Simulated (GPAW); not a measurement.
# Does Ga15NiP16 (GaP32 Ni1) carry moments in GPAW?, part 2 of 2

Aim: find out whether Ga15NiP16 (GaP32 Ni1) carries moments when they start parallel, and what they gain.

GPAW 26.7.0; PBE; plane waves with GPAW's PAW setups, scalar-relativistic.

So far. Step 2 (Order 1, typed as ferro +): After 30 cycles the largest moment stands at 1.11 μB.

## Step 3: Start 2: no spin polarisation

This run holds no moments, which gives a state to set the others against.

The input, nospin.py:

```python
import json
import numpy as np
from ase import Atoms
from ase.parallel import paropen, parprint
from gpaw import GPAW

atoms = Atoms(['Ni', 'P', 'Ga', 'P', 'Ga', 'P', 'Ga', 'P', 'Ga', 'P', 'Ga', 'P', 'Ga', 'P', 'Ga', 'P', 'Ga', 'P', 'Ga', 'P', 'Ga', 'P', 'Ga', 'P', 'Ga', 'P', 'Ga', 'P', 'Ga', 'P', 'Ga', 'P'],
    cell=[[10.902, 0.0, 0.0],
         [0.0, 10.902, 0.0],
         [0.0, 0.0, 5.451]],
    scaled_positions=[[0.0, 0.0, 0.0],
         [0.125, 0.125, 0.25],
         [0.0, 0.25, 0.5],
         [0.125, 0.375, 0.75],
         [0.25, 0.0, 0.5],
         [0.375, 0.125, 0.75],
         [0.25, 0.25, 0.0],
         [0.375, 0.375, 0.25],
         [0.0, 0.5, 0.0],
         [0.125, 0.625, 0.25],
         [0.0, 0.75, 0.5],
         [0.125, 0.875, 0.75],
         [0.25, 0.5, 0.5],
         [0.375, 0.625, 0.75],
         [0.25, 0.75, 0.0],
         [0.375, 0.875, 0.25],
         [0.5, 0.0, 0.0],
         [0.625, 0.125, 0.25],
         [0.5, 0.25, 0.5],
         [0.625, 0.375, 0.75],
         [0.75, 0.0, 0.5],
         [0.875, 0.125, 0.75],
         [0.75, 0.25, 0.0],
         [0.875, 0.375, 0.25],
         [0.5, 0.5, 0.0],
         [0.625, 0.625, 0.25],
         [0.5, 0.75, 0.5],
         [0.625, 0.875, 0.75],
         [0.75, 0.5, 0.5],
         [0.875, 0.625, 0.75],
         [0.75, 0.75, 0.0],
         [0.875, 0.875, 0.25]],
    pbc=True)
atoms.calc = GPAW(mode={'name': 'pw', 'ecut': 450},
    xc='PBE',
    kpts={'size': (3, 3, 5), 'gamma': True},
    occupations={'name': 'fermi-dirac', 'width': 0.05},
    convergence={'density': 1e-05, 'energy': 1e-05},
    maxiter=200,
    mixer={'name': 'pulay', 'beta': 0.05, 'nmaxold': 6, 'weight': 50},
    symmetry={'tolerance': 1e-4},
    txt='nospin.txt')
e = atoms.get_potential_energy(force_consistent=True)
res = {'free_energy': e, 'energy_sigma0': atoms.get_potential_energy(), 'fermi_energy': atoms.calc.get_fermi_level()}
parprint(f'free energy: {e:.6f} eV')
atoms.calc.write('nospin.gpw')
with paropen('results.json', 'w') as f:
    json.dump(res, f)
```

Started as:

```bash
$ OMP_NUM_THREADS=1 mpirun -n 4 gpaw python nospin.py > nospin.log
```

Numbers of over 12 decimals in the logs are rounded to 6 here.

What it wrote:

```text
free energy: -147.063294 eV

--- nospin.txt ---
Input parameters:
  mode=PW(ecut=450),
  convergence={'density': 1e-05, 'energy': 1e-05},
  kpts=MonkhorstPack(size=(3, 3, 5), gamma=True),
  maxiter=200,
  mixer=Pulay(name='pulay', nmaxold=6, beta=0.05, weight=50, sigma=0.015, g_ss=None),
  occupations=Occupations(name='fermi-dirac', width=0.05),
  symmetry=Symmetry(tolerance=0.0001),
  xc=XC(name='PBE')

Diagonalizing LCAO Hamiltonian
Converting LCAO to pw mode
        .--------------------------.
       /|                          |
      / |                          |
     /  |  P            P          |
    /   |      P             P     |
   /  Ga|           Ga             |
  /    P|        P   P         P   |
 *      .--Ga------------Ga--------.
 |     / P  P         P   P       /
 | Ga /      Ga Ga         Ga    /
 |   /        P            P    /
 |  /P  Ga        GP Ga        /
 | /      Ga           Ga     /
 |/                          /
 Ni-----------Ga------------*

Atoms  # Å, Bohr magnetons
|    | symbol |        x |        y |        z |    initial magnetic moments |
|----|--------|----------|----------|----------|-----------------------------|
|  0 |     Ni | 0.000000 | 0.000000 | 0.000000 | ( 0.0000,  0.0000,  0.0000) |
|  1 |      P | 1.362750 | 1.362750 | 1.362750 | ( 0.0000,  0.0000,  0.0000) |
|  2 |     Ga | 0.000000 | 2.725500 | 2.725500 | ( 0.0000,  0.0000,  0.0000) |
|  3 |      P | 1.362750 | 4.088250 | 4.088250 | ( 0.0000,  0.0000,  0.0000) |
|  4 |     Ga | 2.725500 | 0.000000 | 2.725500 | ( 0.0000,  0.0000,  0.0000) |
|  5 |      P | 4.088250 | 1.362750 | 4.088250 | ( 0.0000,  0.0000,  0.0000) |
|  6 |     Ga | 2.725500 | 2.725500 | 0.000000 | ( 0.0000,  0.0000,  0.0000) |
|  7 |      P | 4.088250 | 4.088250 | 1.362750 | ( 0.0000,  0.0000,  0.0000) |
|  8 |     Ga | 0.000000 | 5.451000 | 0.000000 | ( 0.0000,  0.0000,  0.0000) |
|  9 |      P | 1.362750 | 6.813750 | 1.362750 | ( 0.0000,  0.0000,  0.0000) |
| 10 |     Ga | 0.000000 | 8.176500 | 2.725500 | ( 0.0000,  0.0000,  0.0000) |
| 11 |      P | 1.362750 | 9.539250 | 4.088250 | ( 0.0000,  0.0000,  0.0000) |
| 12 |     Ga | 2.725500 | 5.451000 | 2.725500 | ( 0.0000,  0.0000,  0.0000) |
| 13 |      P | 4.088250 | 6.813750 | 4.088250 | ( 0.0000,  0.0000,  0.0000) |
| 14 |     Ga | 2.725500 | 8.176500 | 0.000000 | ( 0.0000,  0.0000,  0.0000) |
| 15 |      P | 4.088250 | 9.539250 | 1.362750 | ( 0.0000,  0.0000,  0.0000) |
| 16 |     Ga | 5.451000 | 0.000000 | 0.000000 | ( 0.0000,  0.0000,  0.0000) |
| 17 |      P | 6.813750 | 1.362750 | 1.362750 | ( 0.0000,  0.0000,  0.0000) |
| 18 |     Ga | 5.451000 | 2.725500 | 2.725500 | ( 0.0000,  0.0000,  0.0000) |
| 19 |      P | 6.813750 | 4.088250 | 4.088250 | ( 0.0000,  0.0000,  0.0000) |
| 20 |     Ga | 8.176500 | 0.000000 | 2.725500 | ( 0.0000,  0.0000,  0.0000) |
| 21 |      P | 9.539250 | 1.362750 | 4.088250 | ( 0.0000,  0.0000,  0.0000) |
| 22 |     Ga | 8.176500 | 2.725500 | 0.000000 | ( 0.0000,  0.0000,  0.0000) |
| 23 |      P | 9.539250 | 4.088250 | 1.362750 | ( 0.0000,  0.0000,  0.0000) |
| 24 |     Ga | 5.451000 | 5.451000 | 0.000000 | ( 0.0000,  0.0000,  0.0000) |
| 25 |      P | 6.813750 | 6.813750 | 1.362750 | ( 0.0000,  0.0000,  0.0000) |
| 26 |     Ga | 5.451000 | 8.176500 | 2.725500 | ( 0.0000,  0.0000,  0.0000) |
| 27 |      P | 6.813750 | 9.539250 | 4.088250 | ( 0.0000,  0.0000,  0.0000) |
| 28 |     Ga | 8.176500 | 5.451000 | 2.725500 | ( 0.0000,  0.0000,  0.0000) |
| 29 |      P | 9.539250 | 6.813750 | 4.088250 | ( 0.0000,  0.0000,  0.0000) |
| 30 |     Ga | 8.176500 | 8.176500 | 0.000000 | ( 0.0000,  0.0000,  0.0000) |
| 31 |      P | 9.539250 | 9.539250 | 1.362750 | ( 0.0000,  0.0000,  0.0000) |

Unit cell  # Å
| periodic |         x |         y |        z |   lengths |    angles |
|----------|-----------|-----------|----------|-----------|-----------|
|      yes | 10.902000 |  0.000000 | 0.000000 | 10.902000 | 90.000000 |
|      yes |  0.000000 | 10.902000 | 0.000000 | 10.902000 | 90.000000 |
|      yes |  0.000000 |  0.000000 | 5.451000 |  5.451000 | 90.000000 |

Number of symmetries: 8

BZ-sampling:
  Number of BZ points: 45
  Number of IBZ points: 9

  Monkhorst-Pack size: [3, 3, 5]
  Monkhorst-Pack shift: [0, 0, 0]

Plane wave coefficients: 14089
Cutoff: 450.000000 eV

Spin-components: 1 (collinear spins)
Bands:           89
Projectors:      161
Spin-degeneracy: 2
Datatype:        complex128

Parallelization:
  kpt:    2
  domain: 2
  band:   1

Density:
  Valence electrons: 141.0
  Components: 1
  Grid points: [54 54 27]
  Charge: 0.0  # |e|

Potential:
  Grid points: [54 54 27]

[... setups left out ...]
Reference energy: -983484.689921  # eV

eigensolver:
  PPCG
  Converge bands: occupied
  niter=2

density mixing:
  Pulay-Mixer
  Linear mixing parameters: 0.05
  Old densities: 6
  Fourier metric: weight=50, sigma=0.015

occupation numbers:
  Fermi-Dirac:
    width: 0.0500  # eV

poisson solver:
  ecut: 3600.000000  # eV

xc functional:
  name: PBE with 2 nearest neighbor stencil

convergence criteria:
- Maximum integral of absolute [dens]ity change: 1e-05 electrons / valence electron
- Maximum [total energy] change in last 3 cyles: 1e-05 eV / valence electron
- Maximum integral of absolute [eigenst]ate change: 4e-08 eV^2 / valence electron
maximum number of iterations: 200

SCF iterations
|iter     |      energy | eigst |  dens |
|---------|-------------|-------|-------|
|iter:   1|       0s | -150.392600 | +0.33 |       |
|iter:   2|       8s | -149.093674 | -0.91 | -0.88 |
|iter:   3|      16s | -148.360102 | -1.59 | -0.93 |
|iter:   4|      23s | -147.450753 | -1.40 | -0.98 |
|iter:   5|      31s | -146.998765 | -1.35 | -1.14 |
|iter:   6|      38s | -147.085310 | -2.29 | -1.40 |
|iter:   7|      46s | -147.114768 | -2.60 | -1.65 |
|iter:   8|      54s | -147.018362 | -2.39 | -1.97 |
|iter:   9|      62s | -147.013417 | -3.20 | -2.45 |
|iter:  10|      69s | -147.012348 | -3.89 | -2.59 |
[... 11 iterations left out ...]
|iter:  22|     153s | -147.012112c| -8.06c| -4.42 |
|iter:  23|     157s | -147.012113c| -8.06c| -4.39 |
|iter:  24|     161s | -147.012113c| -8.22c| -4.39 |
|iter:  25|     164s | -147.012113c| -7.67c| -4.49 |
|iter:  26|     168s | -147.012114c| -7.98c| -4.73 |
|iter:  27|     172s | -147.012113c| -8.39c| -4.76 |
|iter:  28|     176s | -147.012113c| -8.45c| -4.86 |
|iter:  29|     180s | -147.012113c| -8.49c| -4.90 |
|iter:  30|     184s | -147.012112c| -8.73c| -4.97 |
|iter:  31|     188s | -147.012112c| -8.36c| -5.18c|

Converged in 31 steps
Energy contributions relative to reference atoms: (reference = -983484.689921)

Energy contributions:
  Kinetic:         366.485678
  Coulomb:        -322.745804
  Zero:              0.311019
  External:          0.000000
  Xc:             -191.011825
  Entropy:          -0.102362
  Spinorbit:         0.000000
  ----------------------------
  Free energy:    -147.063294
  Extrapolated:   -147.012112

dipole moment: (-105.546726, -105.546726, -108.334075)  # |e|*Ang

Fermi level: 5.038
Eigenvalues  # (at kpt = [0.000, 0.000, 0.000])
| band index |      eig [eV] | occ [0-2] |
|------------|---------------|-----------|
|          0 |       -58.364 |     2.000 |
|        ... |               |           |
|         61 |         3.431 |     2.000 |
|         62 |         3.431 |     2.000 |
|         63 |         3.657 |     2.000 |
|         64 |         3.784 |     2.000 |
|         65 |         4.029 |     2.000 |
|         66 |         4.118 |     2.000 |
|         67 |         4.290 |     2.000 |
|         68 |         4.290 |     2.000 |
|         69 |         5.316 |     0.008 |
|         70 |         5.394 |     0.002 |
|         71 |         5.394 |     0.002 |
|         72 |         6.637 |     0.000 |
|         73 |         6.637 |     0.000 |
|         74 |         6.659 |     0.000 |
|         75 |         6.722 |     0.000 |
|         76 |         6.804 |     0.000 |
|        ... |               |           |
|         88 |         8.736 |     0.000 |

No gap
No difference between direct/indirect transitions
```

Elapsed: 3.3 min, on 4 MPI ranks of Arm Neoverse V2, shared host; peak memory 1.4 GiB.

Read from the output:

```
final state : non-magnetic (no spin polarisation)
```

It lies 134 meV a seeded atom over the first start.

## Step 4: Ranking

These are free energies at a smearing of 0.05 eV, so its entropy term is in the differences. They are divided by the number of seeded atoms, so that cells of unlike size compare.

Orders:

```csv
start,final state,typed order kept,energy over the lowest (meV a seeded atom),largest site moment (μB),net moment (μB a primitive cell),mesh matched,CPU time (s)
ferro +,ferromagnetic,yes,0,1.114,2.501,yes,1637
no spin polarisation,non-magnetic,-,134.4,0,0,yes,798.3
```

## Step 5: Outcome

- lower run: with moments
- largest site moment: 1.11 μB
- energy gained by spin polarisation: 134 meV a seeded atom

**Reading.** The crystal holds moments, up to 1.11 μB, and gains 134 meV a seeded atom by them. No antiferromagnetic order was tried, so the session says nothing on how the moments order.

[Logs and program files are shortened in this print: banners, set-up blocks, solver, clock and traceback lines can be left out without a mark of their own.]

[Logs are printed without paths, hosts, clocks, repeated set-up lines and the standing remarks that a program may print on its own settings, such as how far it seeks lower states.]

[Hosts, paths, dates, database ids (printed as entryN), source tags and the programs' standing remarks are cut or masked in the printed files.]

[Where a cell is said to come from a database of computed structures, the database is the Materials Project.]
